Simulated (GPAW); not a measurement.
# BAs (F-43m) in GPAW: a series of runs

One crystal, BAs, is run at these levels: r4SCAN, optPBE-vdW, BLYP+D3(BJ), PBE, RPBE+D4; tasks: equation of state, band structure.

All numbers are computed with GPAW 26.7.0; they aren't measurements. Logs are shortened: lines on timing, memory, paths and dates and some standing lists are left out, and cuts for length are marked. The log counts tension as positive stress, the text compression.

**Experimental background.**

“Basic Physical Properties of Cubic Boron Arsenide”, 2019, arxiv:1911.11281 quotes, for a bulk crystal of BAs: bulk modulus 148 GPa.

The results are compared with them further down.

### Step 1. Starting point

The structure is cubic, space group F-43m (No. 216). The conventional cell has a = 4.777 Å, b = 4.777 Å, c = 4.777 Å, α = 90.00°, β = 90.00°, γ = 90.00°. As (site symmetry -43m) is surrounded by 4 B at 2.07 Å. B (site symmetry -43m) is surrounded by 4 As at 2.07 Å.

### Step 2. Equation of state, r4SCAN

run.py reads:

```python
from ase.eos import EquationOfState
from ase.io import Trajectory, read
from ase.units import GPa
from gpaw import GPAW, PW

atoms = read('BAs.xyz')

traj = Trajectory('eos.traj', 'w')
volumes, energies = [], []
for x in [0.94, 0.96, 0.98, 1.0, 1.02, 1.04, 1.06]:
    a = atoms.copy()
    a.set_cell(atoms.cell * x**(1 / 3), scale_atoms=True)
    calc = GPAW(mode=PW(800),
                xc='MGGA_X_R4SCAN+MGGA_C_R2SCAN',
                kpts={'size': (8, 8, 8), 'gamma': True},
                occupations={'name': 'fermi-dirac', 'width': 0.05},
                nbands=11,
                convergence={'density': 1e-05, 'energy': 1e-05},
                maxiter=150,
                txt=f'eos-{x:.2f}.txt')
    a.calc = calc
    energies.append(a.get_potential_energy(force_consistent=True))
    volumes.append(a.get_volume())
    p = -a.get_stress()[:3].mean() / GPa
    calc.write(f'eos-{x:.2f}.gpw')
    traj.write(a)
    print(f'{x:.2f} {volumes[-1]:10.4f} A^3 {energies[-1]:14.6f} eV {p:9.3f} GPa', flush=True)

v0, e0, B = EquationOfState(volumes, energies, eos='birchmurnaghan').fit()
print(f'V0 = {v0:.4f} A^3, E0 = {e0:.6f} eV, B0 = {B / GPa:.2f} GPa')
```

BAs.xyz reads:

```xyz
2
Lattice="0.0000000000 2.3885000000 2.3885000000 2.3885000000 0.0000000000 2.3885000000 2.3885000000 2.3885000000 0.0000000000" Properties=species:S:1:pos:R:3 pbc="T T T"
As     3.5827500000      3.5827500000      3.5827500000
B      0.0000000000      0.0000000000      0.0000000000
```

Potentials or basis: GPAW PAW data sets (gpaw-data 1.2.1), pw.

Launch:

```console
OMP_NUM_THREADS=1 python run.py
```

The program printed:

```text
__  _  _
 | _ |_)|_||  |
 |__||  | ||/\| - 26.7.0

Input parameters:
  mode=PW(ecut=800.0),
  convergence={'density': 1e-05, 'energy': 1e-05},
  kpts=MonkhorstPack(size=(8, 8, 8), gamma=True),
  maxiter=150,
  nbands=11,
  occupations=Occupations(name='fermi-dirac', width=0.05),
  xc=XC(name='MGGA_X_R4SCAN+MGGA_C_R2SCAN')

Diagonalizing LCAO Hamiltonian
Converting LCAO to pw mode

                  As

       B

Atoms  # Å, Bohr magnetons
|   | symbol |        x |        y |        z |    initial magnetic moments |
|---|--------|----------|----------|----------|-----------------------------|
| 0 |     As | 3.509612 | 3.509612 | 3.509612 | ( 0.0000,  0.0000,  0.0000) |
| 1 |      B | 0.000000 | 0.000000 | 0.000000 | ( 0.0000,  0.0000,  0.0000) |

Unit cell  # Å
| periodic |        x |        y |        z |  lengths |    angles |
|----------|----------|----------|----------|----------|-----------|
|      yes | 0.000000 | 2.339741 | 2.339741 | 3.308894 | 60.000000 |
|      yes | 2.339741 | 0.000000 | 2.339741 | 3.308894 | 60.000000 |
|      yes | 2.339741 | 2.339741 | 0.000000 | 3.308894 | 60.000000 |

Number of symmetries: 24
Symmetry operations  # r_c * U_cc + t_c -> r_c
|    | kind |            matrix            |
|----|------|------------------------------|
|  0 |  E   |  1, 0, 0,  0, 1, 0,  0, 0, 1 |
|  1 |  σ   |  1, 0, 0,  0, 0, 1,  0, 1, 0 |
|  2 |  σ   |  1, 0,-1,  0, 1,-1,  0, 0,-1 |
|  3 |  C3  |  1, 0,-1,  0, 0,-1,  0, 1,-1 |
|  4 |  C3  |  1,-1, 0,  0,-1, 1,  0,-1, 0 |
|  5 |  σ   |  1,-1, 0,  0,-1, 0,  0,-1, 1 |
|  6 |  σ   |  0, 1, 0,  1, 0, 0,  0, 0, 1 |
|  7 |  C3  |  0, 1, 0,  0, 0, 1,  1, 0, 0 |
|  8 |  C2  |  0, 1,-1,  1, 0,-1,  0, 0,-1 |
|  9 |  S4  |  0, 1,-1,  0, 0,-1,  1, 0,-1 |
| 10 |  C3  |  0, 0, 1,  1, 0, 0,  0, 1, 0 |
| 11 |  σ   |  0, 0, 1,  0, 1, 0,  1, 0, 0 |
| 12 |  S4  |  0, 0,-1,  1, 0,-1,  0, 1,-1 |
| 13 |  C3  |  0, 0,-1,  0, 1,-1,  1, 0,-1 |
| 14 |  S4  |  0,-1, 1,  1,-1, 0,  0,-1, 0 |
| 15 |  C2  |  0,-1, 1,  0,-1, 0,  1,-1, 0 |
| 16 |  C3  |  0,-1, 0,  1,-1, 0,  0,-1, 1 |
| 17 |  S4  |  0,-1, 0,  0,-1, 1,  1,-1, 0 |
| 18 |  S4  | -1, 1, 0, -1, 0, 1, -1, 0, 0 |
| 19 |  C3  | -1, 1, 0, -1, 0, 0, -1, 0, 1 |
| 20 |  C3  | -1, 0, 1, -1, 1, 0, -1, 0, 0 |
| 21 |  S4  | -1, 0, 1, -1, 0, 0, -1, 1, 0 |
| 22 |  σ   | -1, 0, 0, -1, 1, 0, -1, 0, 1 |
| 23 |  C2  | -1, 0, 0, -1, 0, 1, -1, 1, 0 |

BZ-sampling:
  Number of BZ points: 512
  Number of IBZ points: 29

  Monkhorst-Pack size: [8, 8, 8]
  Monkhorst-Pack shift: [0.0625, 0.0625, 0.0625]

K-points  # in reciprocal-cell coordinates
|     |                                coordinates |     weight |
|-----|--------------------------------------------|------------|
|   0 | (  0.00000000,   0.00000000,   0.00000000) | 0.00195312 |
|   1 | (  0.12500000,   0.12500000,   0.00000000) | 0.01171875 |
|   2 | (  0.12500000,   0.12500000,   0.12500000) | 0.01562500 |
|   3 | (  0.25000000,   0.12500000,   0.12500000) | 0.02343750 |
|   4 | (  0.25000000,   0.25000000,   0.00000000) | 0.01171875 |
|   5 | (  0.25000000,   0.25000000,   0.12500000) | 0.04687500 |
|   6 | (  0.25000000,   0.25000000,   0.25000000) | 0.01562500 |
|   7 | (  0.37500000,   0.25000000,  -0.37500000) | 0.04687500 |
|   8 | (  0.37500000,   0.25000000,   0.12500000) | 0.04687500 |
|   9 | (  0.37500000,   0.25000000,   0.25000000) | 0.04687500 |
| ... |                                            |            |
|  28 | (  0.50000000,   0.50000000,   0.50000000) | 0.00781250 |

Plane wave coefficients: 1363
Cutoff: 800.0 eV

Spin-components: 1 (collinear spins)
Bands:           11
Projectors:      10
Spin-degeneracy: 2
Datatype:        complex128

Density:
  Valence electrons: 8.0
  Components: 1
  Grid points: [24 24 24]
  Charge: 0.0  # |e|

Potential:
  Grid points: [24 24 24]

species:
  As:
    name:    Arsenic
    Z:       33.0
    valence: 5
    core:    28
    charge:  0.0  # [|e|]
    compensation charges:
      type: gauss
      rc: 0.33  # [Å]
      lmax: 2
    cutoffs:
      filter: 1.87  # [Å]
      core: 2.96  # [Å]
    projectors
    | kind |    occ | energy [eV] | rcut [Å] |
    |------|--------|-------------|----------|
    |   4s |  2.000 |     -14.487 |    1.058 |
    |   4p |  3.000 |      -5.196 |    1.058 |
    |    s |        |      12.725 |    1.058 |
    |    p |        |      22.016 |    1.058 |
    |    d |        |       0.000 |    1.058 |

    Using partial waves for As as LCAO basis

  B:
    name:    Boron
    Z:       5.0
    valence: 3
    core:    2
    charge:  0.0  # [|e|]
    compensation charges:
      type: gauss
      rc: 0.20  # [Å]
      lmax: 2
    cutoffs:
      filter: 1.14  # [Å]
      core: 1.38  # [Å]
    projectors
    | kind |    occ | energy [eV] | rcut [Å] |
    |------|--------|-------------|----------|
    |   2s |  2.000 |      -9.443 |    0.635 |
    |   2p |  1.000 |      -3.606 |    0.635 |
    |    s |        |      17.768 |    0.635 |
    |    p |        |      23.605 |    0.635 |
    |    d |        |       0.000 |    0.635 |

    Using partial waves for B as LCAO basis

Reference energy: -62172.463167  # eV

eigensolver:
  PPCG
  Converge bands: occupied
  niter=2

density mixing:
  MSR1-Mixer
  Pratt-step length: 0.05
  Maximum mixing coefficient: 0.75
  Old densities: 10
  SVD Regularization: 0.005
  Good broyden scale: 1.0
  Trust region scale: 1.0
  Backstep threshold: 4.0
  History deletion threshold: 6.0
  Fourier metric: weight=20.0, sigma=0.015

occupation numbers:
  Fermi-Dirac:
    width: 0.0500  # eV

poisson solver:
  ecut: 6400.0  # eV

xc functional:
  name: MGGA_X_R4SCAN+MGGA_C_R2SCAN with 2 nearest neighbor stencil

convergence criteria:
[... 6 lines left out ...]
|iter     | |      energy | eigst |  dens |
|---------|-|-------------|-------|-------|
|iter:   1| |  -24.912526 | -0.21 |       |
|iter:   2| |  -23.946259 | -1.43 | -0.75 |
|iter:   3| |  -23.763363 | -1.11 | -0.77 |
|iter:   4| |  -23.571044 | -1.76 | -1.00 |
|iter:   5| |  -23.571079 | -2.42 | -1.58 |
|iter:   6| |  -23.571929 | -3.22 | -2.28 |
|iter:   7| |  -23.570768 | -3.45 | -2.32 |
|iter:   8| |  -23.570194 | -3.99 | -2.67 |
|iter:   9| |  -23.570094 | -4.56 | -3.21 |
|iter:  10| |  -23.570057 | -5.12 | -3.58 |
|iter:  11| |  -23.570049c| -5.70 | -4.06 |
|iter:  12| |  -23.570047c| -6.28 | -4.35 |
|iter:  13| |  -23.570046c| -6.84 | -4.59 |
|iter:  14| |  -23.570046c| -7.46c| -5.02c|

Converged in 14 steps
Energy contributions relative to reference atoms: (reference = -62172.463167)

Energy contributions:
  Kinetic:          28.313957
  Coulomb:         -24.361680
  Zero:             -0.067497
  External:          0.000000
  Xc:              -27.454827
  Entropy:          -0.000000
  Spinorbit:         0.000000
  ----------------------------
  Free energy:     -23.570046
  Extrapolated:    -23.570046

dipole moment: (-3.073768, -3.073768, -3.073768)  # |e|*Ang

Fermi level: 9.273
Eigenvalues  # (at kpt = [0.000, 0.000, 0.000])
| band index |      eig [eV] | occ [0-2] |
|------------|---------------|-----------|
|          0 |        -8.098 |     2.000 |
|          1 |         8.653 |     2.000 |
|          2 |         8.653 |     2.000 |
|          3 |         8.653 |     2.000 |
|          4 |        12.115 |     0.000 |
|          5 |        12.115 |     0.000 |
|          6 |        12.115 |     0.000 |
|          7 |        14.519 |     0.000 |
|          8 |        19.462 |     0.000 |
|          9 |        22.576 |     0.000 |
|         10 |        22.576 |     0.000 |

Gap: 1.275 eV
Transition (v -> c):
  (s=0, k=0, n=3, [0.00, 0.00, 0.00]) -> (s=0, k=12, n=4, [0.38, 0.38, 0.00])
Direct/indirect transitions are different
Direct gap: 3.462 eV
Transition at: (s=0, k=0, n=3, [0.00, 0.00, 0.00])

Stress tensor  # eV/Ang^3
|         x |         y |         z |
|-----------|-----------|-----------|
| -0.069342 | -0.000000 | -0.000000 |
| -0.000000 | -0.069342 |  0.000000 |
| -0.000000 |  0.000000 | -0.069342 |

# Writing to eos-0.94.gpw (mode='')
```

Wall time 5.8 min (1 thread of Arm Neoverse V1, shared host); peak memory 0.53 GiB.

Results:

| Property | Result |
| --- | --- |
| Equilibrium volume | 13.71 Å³/atom (rough: see the caveat) |
| Bulk modulus | 143 GPa (rough) |

Energy against volume, from the lowest point:
```csv
volume (Å³/atom),energy (meV/atom)
12.809,29.91
13.081,13.91
13.354,4.16
13.626,0.00
13.899,0.97
14.171,6.36
14.444,15.64
```

Caveat: the points scatter about the fit; the PAW data sets were made with another functional, which shifts forces and pressure a little.

### Step 3. Band structure, optPBE-vdW, spin-orbit coupling, no magnetisation

run.py reads:

```python
import numpy as np
from ase import Atoms
from ase.dft.bandgap import bandgap
from ase.io import write
from gpaw import GPAW, PW
from gpaw.spinorbit import soc_eigenstates

atoms = Atoms(['As', 'B'],
              cell=[[0.0, 2.3885, 2.3885],
                    [2.3885, 0.0, 2.3885],
                    [2.3885, 2.3885, 0.0]],
              scaled_positions=[[0.75, 0.75, 0.75],
                                [0.0, 0.0, 0.0]],
              pbc=True)

calc = GPAW(mode=PW(800),
            xc={'name': 'optPBE-vdW', 'backend': 'libvdwxc'},
            kpts={'size': (8, 8, 8), 'gamma': True},
            occupations={'name': 'fermi-dirac', 'width': 0.05},
            nbands=11,
            convergence={'density': 1e-05, 'energy': 1e-05},
            maxiter=150,
            txt='gpaw.txt')
atoms.calc = calc
energy = atoms.get_potential_energy()
forces = atoms.get_forces()
calc.write('gs.gpw')
write('result.traj', atoms)
print(f'Energy: {energy:.6f} eV')
print('Forces (eV/A):')
print(forces.round(4))
print('Fermi level:', round(calc.get_fermi_level(), 4), 'eV')
print(f'Gap: {bandgap(calc)[0]:.4f} eV, direct: {bandgap(calc, direct=True)[0]:.4f} eV')

path = atoms.cell.bandpath('GXWKGLUWLK,UX', npoints=100, eps=1e-4)
bs_calc = calc.fixed_density(kpts=path, symmetry='off', nbands=19,
                             convergence={'bands': 'CBM+6.0', 'eigenstates': 1e-6}, txt='bands.txt')
bs = bs_calc.band_structure()
bs.write('bs.json')
print(f'Gap on the path: {bandgap(bs_calc)[0]:.4f} eV')

soc = soc_eigenstates(bs_calc, theta=0, phi=0)
np.savetxt('soc_bands.dat', soc.eigenvalues(), fmt='%.4f')
mesh = soc_eigenstates('gs.gpw', theta=0, phi=0)
np.savetxt('soc_mesh.dat', mesh.eigenvalues(), fmt='%.4f')
print('Fermi level with spin-orbit coupling:', round(mesh.fermi_level, 4), 'eV')
```

Potentials or basis: GPAW PAW data sets (gpaw-data 1.2.1), pw.

Launch:

```console
OMP_NUM_THREADS=1 python run.py
```

It took 34 s on 1 thread of Arm Neoverse V1, shared host; peak memory 0.3 GiB.

Results (log left out):

```
Free energy             : -29.8880 eV
Band gap on the k mesh  : 1.23 eV, indirect (least direct gap 3.11 eV)
Band gap along the path : 1.22 eV, indirect (least direct gap 3.11 eV)
```

Levels at the corners of the path, in eV from the valence-band top:
```
point  band 5  band 6  band 7  band 8  band 9  band 10  band 11  band 12
    Γ    0.00    0.00    0.00    0.00    3.11     3.11     3.34     3.34
    X   -4.18   -4.18   -4.04   -4.04    1.47     1.47     1.51     1.51
    W   -5.57   -5.42   -5.20   -5.18    5.28     5.29     5.95     5.95
    K   -6.00   -5.90   -3.52   -3.52    2.08     2.09     5.56     5.59
    Γ    0.00    0.00    0.00    0.00    3.11     3.11     3.34     3.34
    L   -1.95   -1.95   -1.80   -1.80    2.70     2.70     4.74     4.74
    U   -6.00   -5.90   -3.52   -3.52    2.08     2.09     5.56     5.59
    W   -5.57   -5.42   -5.20   -5.18    5.28     5.29     5.95     5.95
    L   -1.95   -1.95   -1.80   -1.80    2.70     2.70     4.74     4.74
    K   -6.00   -5.90   -3.52   -3.52    2.08     2.09     5.56     5.59
    U   -6.00   -5.90   -3.52   -3.52    2.08     2.09     5.56     5.59
    X   -4.18   -4.18   -4.04   -4.04    1.47     1.47     1.51     1.51
```

Caveat: spin-orbit coupling was added after a scalar SCF, so levels and gaps hold it while energy, forces, pressure and moments don't; this program's spin-orbit splittings come out too wide for heavy elements; the PAW data sets were made with another functional, which shifts forces and pressure a little.

[end of part 1 of 2]
